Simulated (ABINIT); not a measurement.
# FeO (R-3m) in ABINIT: notebook

One crystal, FeO, is run at these levels: revPBE+U; tasks: relaxation of cell and atoms, single point.

Everything below comes from runs of ABINIT 10.8.3 (patched build). Logs are shortened: lines on timing, memory, paths and dates and some standing lists are left out, and cuts for length are marked. The log counts tension as positive stress, the text compression.

## 1. The crystal as given

It takes space group R-3m (No. 166, trigonal). The conventional cell has a = 3.035 Å, b = 3.035 Å, c = 7.547 Å, α = 90.00°, β = 90.00°, γ = 120.00°. Fe (site symmetry -3m) has 6 O at 2.16 Å as nearest neighbours. Around O (site symmetry -3m) lie 6 Fe at 2.16 Å.

## 2. Relaxation of cell and atoms, revPBE+U, collinear spin, ferromagnetic start

File run.abi:

```
# Pseudopotentials
pp_dirpath "./"
pseudos "Fe.GGA_PBE-ansatz.xml, O.GGA_PBE-ansatz.xml"

# Structure
acell 5.7939039019 5.7939039019 5.7939038996
rprim
     0.4950036419     0.2857904876     0.8205456671
    -0.4950036419     0.2857904876     0.8205456671
     0.0000000000    -0.5715809722     0.8205456674
ntypat 2
znucl 26 8
natom 2
typat 1 2
chkprim 0
chksymtnons 0
tolsym 1.0e-6
xred
            0.0            0.0            0.0
            1/2            1/2            1/2

# Plane-wave basis
ecut 16.0
pawecutdg 32.0
pawxcdev 0
pawovlp -1
ecutsm 0.5

# k points
kptopt 1
ngkpt 8 8 8
nshiftk 1
shiftk 0.0 0.0 0.0

# Exchange and correlation
ixc 14

# Bands and occupations
nband 16
occopt 3
tsmear 0.05 eV

# Spin
nsppol 2
spinat
     0.0000000000     0.0000000000     3.0000000000
     0.0000000000     0.0000000000     0.0000000000

# DFT+U
usepawu 1
lpawu 2 -1
upawu 2.0 0.0 eV
jpawu 0.5 0.0 eV

# SCF cycle
nstep 80
tolvrs 1.0e-10

# Output
iomode 3
prteig 0
prtebands 0
prtwf 0
prtden 0

# Relaxation
ionmov 2
optcell 2
ntime 50
tolmxf 2.0e-5
dilatmx 1.08
```

Potentials or basis: Ansatz PAW PBE default generated set, frozen core.

On the command line:

```console
$ abinit run.abi > log 2>&1
```

run.abo:

```text
[... set-up lines left out ...]
 ETOT  1  -139.83234445919    -1.398E+02 2.277E+00 9.888E+00 3.106E+00 3.106E+00
 ETOT  2  -140.39218284101    -5.598E-01 3.485E-01 2.455E+01 2.001E-01 3.306E+00
 ETOT  3  -140.39248194177    -2.991E-04 8.607E-02 4.662E+00 4.097E-01 3.716E+00
 ETOT  4  -140.38963634294     2.846E-03 1.339E-02 5.255E+00 4.819E-03 3.712E+00
 ETOT  5  -140.41884173069    -2.921E-02 1.493E-02 1.227E+01 2.038E-02 3.733E+00
 ETOT  6  -140.45677185270    -3.793E-02 2.409E-03 8.816E+00 4.064E-02 3.773E+00
 ETOT  7  -140.44757305853     9.199E-03 5.199E-03 1.856E+00 8.334E-03 3.782E+00
 ETOT  8  -140.44753313994     3.992E-05 2.344E-03 5.178E-01 2.829E-02 3.761E+00
 ETOT  9  -140.44723857047     2.946E-04 8.213E-04 1.404E-01 1.478E-02 3.751E+00
 ETOT 10  -140.44717971115     5.886E-05 1.315E-03 4.861E-02 3.198E-03 3.750E+00
[... 4 lines left out ...]
 ETOT 15  -140.44716382591     1.705E-06 1.151E-03 2.646E-04 1.487E-04 3.746E+00
 ETOT 16  -140.44716379422     3.169E-08 3.337E-04 2.659E-05 8.838E-04 3.745E+00
 ETOT 17  -140.44716382007    -2.585E-08 1.049E-03 7.217E-06 1.925E-04 3.745E+00
 ETOT 18  -140.44716382598    -5.912E-09 3.293E-04 2.843E-07 1.188E-05 3.745E+00
 ETOT 19  -140.44716382660    -6.163E-10 8.597E-04 4.375E-08 4.445E-05 3.745E+00
 ETOT 20  -140.44716382693    -3.339E-10 4.614E-04 8.844E-09 1.027E-05 3.745E+00
 ETOT 21  -140.44716382698    -4.664E-11 6.419E-04 2.726E-09 6.383E-06 3.745E+00
 ETOT 22  -140.44716382698    -6.537E-13 5.292E-04 3.464E-10 4.382E-07 3.745E+00
 ETOT 23  -140.44716382698    -1.279E-12 4.464E-04 1.863E-10 2.481E-07 3.745E+00
 ETOT 24  -140.44716382698     6.253E-13 4.703E-04 1.383E-11 5.472E-08 3.745E+00

 At SCF step   24       nres2   =  1.38E-11 < tolvrs=  1.00E-10 =>converged.

 Cartesian components of stress tensor (hartree/bohr^3)
  sigma(1 1)= -1.37951336E-04  sigma(3 2)= -4.71655655E-11
  sigma(2 2)= -1.37951489E-04  sigma(3 1)=  0.00000000E+00
  sigma(3 3)= -1.06840479E-04  sigma(2 1)=  0.00000000E+00

--- !ResultsGS
iteration_state: {dtset: 1, itime: 1, icycle: 1, }
comment   : Summary of ground state results
lattice_vectors:
- [  2.8680035,   1.6558426,   4.7541627, ]
- [ -2.8680035,   1.6558426,   4.7541627, ]
- [  0.0000000,  -3.3116852,   4.7541627, ]
lattice_lengths: [   5.79390,    5.79390,    5.79390, ]
lattice_angles: [ 59.340,  59.340,  59.340, ] # degrees, (23, 13, 12)
lattice_volume:   1.3546404E+02
convergence: {deltae:  6.253E-13, res2:  1.383E-11, residm:  4.703E-04, diffor: null, }
etotal    :  -1.40447164E+02
entropy   :   0.00000000E+00
fermie    :   3.29701198E-01
cartesian_stress_tensor: # hartree/bohr^3
- [ -1.37951336E-04,   0.00000000E+00,   0.00000000E+00, ]
- [  0.00000000E+00,  -1.37951489E-04,  -4.71655655E-11, ]
- [  0.00000000E+00,  -4.71655655E-11,  -1.06840479E-04, ]
pressure_GPa:   3.7536E+00
xred      :
- [  0.0000E+00,   0.0000E+00,   0.0000E+00, Fe]
- [  5.0000E-01,   5.0000E-01,   5.0000E-01,  O]
cartesian_forces: # hartree/bohr
- [ -0.00000000E+00,  -0.00000000E+00,  -0.00000000E+00, ]
- [ -0.00000000E+00,  -0.00000000E+00,  -0.00000000E+00, ]
force_length_stats: {min:   0.00000000E+00, max:   0.00000000E+00, mean:   0.00000000E+00, }
...

 Integrated electronic and magnetization densities in atomic spheres:
 ------------------------------------------------------------------------------------------------------------
 Radius=ratsph(iatom), smearing ratsm=  0.0000. Diff(up-dn)=approximate z local magnetic moment.
    Atom    Radius    up_density   dn_density  Total(up+dn)  Diff(up-dn)
    1 Fe   2.63806     9.616569     5.871622     15.488190     3.744947
    2  O   1.79524     3.000867     2.726394      5.727261     0.274473
 ------------------------------------------------------------------------------------------------------------
  Sum:                12.617436     8.598016     21.215452     4.019420
 Total magnetization (from the atomic spheres):                4.019420
 Total magnetization (exact up - dn):                          4.003718
[... 949 lines left out ...]
 Occupation matrix for spin  1
     0.99153    0.00000    0.00000   -0.01906    0.00000
     0.00000    1.00500    0.00000    0.00000   -0.01906
     0.00000    0.00000    0.97805    0.00000   -0.00000
    -0.01906    0.00000    0.00000    1.00500    0.00000
     0.00000   -0.01906   -0.00000    0.00000    0.99153

 Occupation matrix for spin  2
     0.26242    0.00000    0.00000    0.09182    0.00000
     0.00000    0.19750    0.00000    0.00000    0.09182
     0.00000    0.00000    0.32735    0.00000    0.00000
     0.09182    0.00000    0.00000    0.19750    0.00000
     0.00000    0.09182    0.00000    0.00000    0.26242

---OUTPUT-----------------------------------------------------------------------

 Cartesian coordinates (xcart) [bohr]
  0.00000000000000E+00  0.00000000000000E+00  0.00000000000000E+00
  2.22044604925031E-16  9.32052587064912E-09  7.11015289242650E+00
 Reduced coordinates (xred)
  0.00000000000000E+00  0.00000000000000E+00  0.00000000000000E+00
  5.00000000000000E-01  5.00000000000000E-01  5.00000000000000E-01
 Cartesian forces (fcart) [Ha/bohr]; max,rms= 0.00000E+00 0.00000E+00 (free atoms)
 -0.00000000000000E+00 -0.00000000000000E+00 -0.00000000000000E+00
 -0.00000000000000E+00 -0.00000000000000E+00 -0.00000000000000E+00
 Gradient of E wrt nuclear positions in reduced coordinates (gred)
  0.00000000000000E+00  0.00000000000000E+00 -0.00000000000000E+00
  0.00000000000000E+00  0.00000000000000E+00 -0.00000000000000E+00
 Scale of Primitive Cell (acell) [bohr]
  5.80544526240846E+00  5.80544526240846E+00  5.80544526007073E+00
 Real space primitive translations (rprimd) [bohr]
  2.90275236250905E+00  1.67590486775571E+00  4.74010192833463E+00
 -2.90275236250905E+00  1.67590486775571E+00  4.74010192833463E+00
  0.00000000000000E+00 -3.35180971687036E+00  4.74010192818374E+00
 Unitary Cell Volume (ucvol) [Bohr^3]=  1.38356089609054E+02
 Angles (23,13,12)= [degrees]
  6.00006777649229E+01  6.00006777649229E+01  6.00006776433374E+01
 Lengths [Bohr]
  5.80544526240846E+00  5.80544526240846E+00  5.80544526007074E+00
 Stress tensor in cartesian coordinates (strten) [Ha/bohr^3]
  5.95616686666078E-08  0.00000000000000E+00  0.00000000000000E+00
  0.00000000000000E+00  5.94139502735347E-08 -4.53908837615643E-11
  0.00000000000000E+00 -4.53908837615643E-11  2.91376337502314E-08
 Total energy (etotal) [Ha]= -1.40447366695104E+02

 Difference of energy with previous step (new-old):
           Absolute (Ha)=-3.80567E-09
           Relative     =-2.70967E-11

 At Broyd/MD step   8, gradients are converged :
  max grad (force/stress) = 5.9562E-06 < tolmxf= 2.0000E-05 ha/bohr (free atoms)

================================================================================

 ----iterations are completed or convergence reached----

 Mean square residual over all n,k,spin=   87.850E-16; max=  17.613E-13
 reduced coordinates (array xred) for    2 atoms
       0.000000000000      0.000000000000      0.000000000000
       0.500000000000      0.500000000000      0.500000000000
 rms dE/dt=  0.0000E+00; max dE/dt=  0.0000E+00; dE/dt below (all hartree)
    1       0.000000000000      0.000000000000      0.000000000000
    2       0.000000000000      0.000000000000      0.000000000000

 cartesian coordinates (angstrom) at end:
    1      0.00000000000000     0.00000000000000     0.00000000000000
    2      0.00000000000000     0.00000000493221     3.76253087415561

 cartesian forces (hartree/bohr) at end:
    1     -0.00000000000000    -0.00000000000000    -0.00000000000000
    2     -0.00000000000000    -0.00000000000000    -0.00000000000000
 frms,max,avg= 0.0000000E+00 0.0000000E+00   0.000E+00  0.000E+00  0.000E+00 h/b

 cartesian forces (eV/Angstrom) at end:
    1     -0.00000000000000    -0.00000000000000    -0.00000000000000
    2     -0.00000000000000    -0.00000000000000    -0.00000000000000
 frms,max,avg= 0.0000000E+00 0.0000000E+00   0.000E+00  0.000E+00  0.000E+00 e/A
 length scales=  5.805445262408  5.805445262408  5.805445260071 bohr
              =  3.072109329927  3.072109329927  3.072109328690 angstroms
 Fermi (or HOMO) energy (hartree) =   0.31971   Average Vxc (hartree)=  -0.43270
 Magnetization (Bohr magneton)=  4.00388722E+00
 Total spin up =  1.30019436E+01   Total spin down =  8.99805639E+00
 Eigenvalues (hartree) for nkpt=  65  k points, SPIN UP:
 kpt#   1, nband= 16, wtk=  0.00195, kpt=  0.0000  0.0000  0.0000 (reduced coord)
  -3.00047   -1.75043   -1.75043   -1.75043   -0.44385    0.14212    0.14212    0.14299
   0.14299    0.14299    0.17662    0.17662    0.17662    0.30993    0.87175    0.91606
      occupation numbers for kpt#   1
   1.00000    1.00000    1.00000    1.00000    1.00000    1.00000    1.00000    1.00000
   1.00000    1.00000    1.00000    1.00000    1.00000    0.99513    0.00000    0.00000
 prteigrs : prtvol=0 or 1, do not print more k-points.

 Eigenvalues (hartree) for nkpt=  65  k points, SPIN DOWN:
 kpt#   1, nband= 16, wtk=  0.00195, kpt=  0.0000  0.0000  0.0000 (reduced coord)
  -2.84520   -1.59766   -1.59766   -1.59766   -0.42747    0.19393    0.19393    0.19394
   0.29349    0.29349    0.29350    0.33776    0.34432    0.34432    0.86505    0.96381
      occupation numbers for kpt#   1
   1.00000    1.00000    1.00000    1.00000    1.00000    1.00000    1.00000    1.00000
   1.00000    1.00000    1.00000    0.00005    0.00000    0.00000    0.00000    0.00000
 prteigrs : prtvol=0 or 1, do not print more k-points.

--- !EnergyTerms
iteration_state     : {dtset: 1, itime: 8, icycle: 1, }
comment             : Components of total free energy in Hartree
kinetic             :  1.89020705883482E+01
hartree             :  3.93740625529378E+01
xc                  : -6.91171155543771E+00
Ewald energy        : -9.42737041874596E+01
psp_core            :  4.68353722240031E+00
local_psp           : -1.01331347615595E+02
PAW spherical_terms : -8.89791060259580E-01
internal            : -1.40446884055065E+02
'-kT*entropy'       : -4.82111287090787E-04
total_energy        : -1.40447366166352E+02
total_energy_eV     : -3.82176752798333E+03
...

--- !EnergyTermsDC
iteration_state     : {dtset: 1, itime: 8, icycle: 1, }
comment             : '"Double-counting" decomposition of free energy'
band_energy         : -1.48997284843897E+01
Ewald energy        : -9.42737041874596E+01
psp_core            :  4.68353722240031E+00
xc_dc               : -3.74383432600668E+01
PAW spherical_terms :  1.48135412569836E+00
internal            : -1.40446884583817E+02
'-kT*entropy'       : -4.82111287090787E-04
total_energy_dc     : -1.40447366695104E+02
total_energy_dc_eV  : -3.82176754237142E+03
...

--- !EnergyTermsWithPAWCore
iteration_state     : {dtset: 1, itime: 8, icycle: 1, }
comment             : 'Components of total free energy, including PAW core contributions'
Total energy        : -1.33888972699712E+03
Total energy DC     : -1.33888972752587E+03
Total energy (eV)   : -3.64330455020946E+04
Total energy DC (eV): -3.64330455164827E+04
...

 Cartesian components of stress tensor (hartree/bohr^3)
  sigma(1 1)=  5.95616687E-08  sigma(3 2)= -4.53908838E-11
  sigma(2 2)=  5.94139503E-08  sigma(3 1)=  0.00000000E+00
  sigma(3 3)=  2.91376338E-08  sigma(2 1)=  0.00000000E+00

-Cartesian components of stress tensor (GPa)         [Pressure= -1.4525E-03 GPa]
- sigma(1 1)=  1.75236479E-03  sigma(3 2)= -1.33544591E-06
- sigma(2 2)=  1.74801877E-03  sigma(3 1)=  0.00000000E+00
- sigma(3 3)=  8.57258782E-04  sigma(2 1)=  0.00000000E+00

== END DATASET(S) ==============================================================
================================================================================

 -outvars: echo values of variables after computation  --------
            acell      5.8054452624E+00  5.8054452624E+00  5.8054452601E+00 Bohr
           etotal     -1.4044736670E+02
            fcart     -0.0000000000E+00 -0.0000000000E+00 -0.0000000000E+00
                      -0.0000000000E+00 -0.0000000000E+00 -0.0000000000E+00
            rprim      5.0000512128E-01  2.8867809307E-01  8.1649239879E-01
                      -5.0000512128E-01  2.8867809307E-01  8.1649239879E-01
                       0.0000000000E+00 -5.7735618316E-01  8.1649239909E-01
           strten      5.9561668667E-08  5.9413950274E-08  2.9137633750E-08
                      -4.5390883762E-11  0.0000000000E+00  0.0000000000E+00
           xangst      0.0000000000E+00  0.0000000000E+00  0.0000000000E+00
                       1.1750094465E-16  4.9322098810E-09  3.7625308742E+00
             xred      0.0000000000E+00  0.0000000000E+00  0.0000000000E+00
                       5.0000000000E-01  5.0000000000E-01  5.0000000000E-01
 Calculation completed.
```

It took 8.8 min on 1 thread of Intel Xeon 6975P-C (Granite Rapids), shared host; peak memory 0.34 GiB.

Results:

```
Free energy                            : -3821.7675 eV
Relaxed volume                         : 10.25 Å³/atom
Relaxed cell                           : a = 3.072 Å, b = 3.072 Å, c = 3.072 Å, α = 60.00°, β = 60.00°, γ = 60.00°
Space group after relaxing (to 0.05 Å) : Fm-3m (No. 225)
Energy gained by relaxing              : 2.8 meV/atom
Ionic steps                            : 8
Pressure after relaxing                : 0.0 GPa
Band gap on the k mesh                 : none (metal or under the smearing width)
Net moment                             : 4.00 μB per cell
Site moments                           : Fe +3.75; O +0.27 μB
```

The path:
```csv
step,energy change (eV),largest force (eV/Å),pressure (GPa),volume (Å³)
1,0.0000,0.0000,3.75,20.07
2,-0.0040,0.0000,1.68,20.31
3,-0.0051,0.0000,-0.01,20.50
4,-0.0052,0.0000,-0.08,20.51
5,-0.0055,0.0000,-0.27,20.54
6,-0.0055,0.0000,-0.13,20.52
7,-0.0055,0.0000,-0.01,20.50
8,-0.0055,0.0000,0.00,20.50
```

Final structure:
```
CELL_PARAMETERS angstrom
1.53607 0.88685 2.50835
-1.53607 0.88685 2.50835
0.00000 -1.77370 2.50835
ATOMIC_POSITIONS crystal
Fe 0.00000 0.00000 0.00000
O 0.50000 0.50000 0.50000
```

Caveat: the PAW data sets were made with another functional, which shifts forces and pressure a little; a cell with one magnetic atom can't hold antiferromagnetic order, which such compounds often take; the atomic spheres overlap.

## 3. Single point, revPBE+U, collinear spin, ferromagnetic start (cell relaxed)

File run.abi:

```
# Pseudopotentials
pp_dirpath "./"
pseudos "Fe.GGA_PBE-ansatz.xml, O.GGA_PBE-ansatz.xml"

# Structure
acell 5.8054452646 5.8054452646 5.8054452663
rprim
     0.5000051214     0.2886780918     0.8164923992
    -0.5000051214     0.2886780918     0.8164923992
     0.0000000000    -0.5773561834     0.8164923989
ntypat 2
znucl 26 8
natom 2
typat 1 2
xred
     0.0000000000     0.0000000000     0.0000000000
     0.5000000000     0.5000000000     0.5000000000
chkprim 0
chksymtnons 0
tolsym 1.0e-6

# Plane-wave basis
ecut 435.382180 eV
pawecutdg 32.0
pawxcdev 0
pawovlp 30

# k points
kptopt 1
ngkpt 8 8 8
nshiftk 1
shiftk 0.0 0.0 0.0

# Exchange and correlation
ixc 14

# Bands and occupations
nband 16
occopt 3
tsmear 0.05 eV

# Spin
nsppol 2
spinat
     0.0000000000     0.0000000000     3.0000000000
     0.0000000000     0.0000000000     0.0000000000

# DFT+U
usepawu 1
lpawu 2 -1
upawu 2.0 0.0 eV
jpawu 0.5 0.0 eV

# SCF cycle
nstep 100
tolvrs 1.0e-9

# Output
iomode 3
prtwf 0
prteig 0
prtebands 0
enunit 1
prtden 1
prtvha 1
prtvclmb 1
prtpot 1
```

Potentials or basis: Ansatz PAW PBE default generated set, frozen core.

On the command line:

```console
$ abinit run.abi > log 2>&1
```

It took 84 s on 1 thread of Intel Xeon 6975P-C (Granite Rapids), shared host; peak memory 0.37 GiB.

It converged, with:

* Free energy: -3821.7902 eV
* Pressure: 1.1 GPa
* Band gap on the k mesh: none (metal or under the smearing width)
* Net moment: 4.00 μB per cell
* Site moments: Fe +3.75; O +0.26 μB

Stress tensor (GPa, compression positive):
```
 1.88  0.00  0.00
 0.00  1.88  0.00
 0.00  0.00 -0.34
```

Levels at points of the mesh, in eV from the Fermi level:
Spin up:
```tsv
k point	band 10	band 11	band 12	band 13	band 14	band 15	band 16
(0.00, 0.00, 0.00)	-4.44	-3.78	-3.77	-3.77	-0.16	15.10	16.16
(0.50, 0.00, 0.00)	-3.72	-3.05	-0.94	-0.91	3.92	8.15	12.25
(0.50, 0.50, 0.00)	-4.31	-3.84	-3.82	-3.42	4.96	8.53	10.21
(0.50, 0.50, 0.50)	-3.71	-3.59	-0.92	-0.92	3.87	8.15	12.28
```
Spin down:
| k point | band 7 | band 8 | band 9 | band 10 | band 11 | band 12 |
| --- | --- | --- | --- | --- | --- | --- |
| (0.00, 0.00, 0.00) | -3.31 | -3.30 | -0.89 | -0.89 | 0.07 | 0.64 |
| (0.50, 0.00, 0.00) | -5.03 | -4.91 | 0.34 | 0.36 | 1.20 | 3.14 |
| (0.50, 0.50, 0.00) | -4.46 | -4.45 | -1.97 | 0.46 | 1.22 | 1.46 |
| (0.50, 0.50, 0.50) | -4.91 | -4.91 | 0.15 | 0.15 | 1.29 | 3.21 |

Eigenvalues of the final occupation matrices:
```csv
site,spin,trace,eigenvalues
atom 1,1,4.97,0.98 0.98 0.98 1.02 1.02
atom 1,2,1.25,0.10 0.13 0.13 0.45 0.45
```

Caveat: the PAW data sets were made with another functional, which shifts forces and pressure a little; a cell with one magnetic atom can't hold antiferromagnetic order, which such compounds often take; the atomic spheres overlap. The state reached can hang on the start; a lower one may exist.
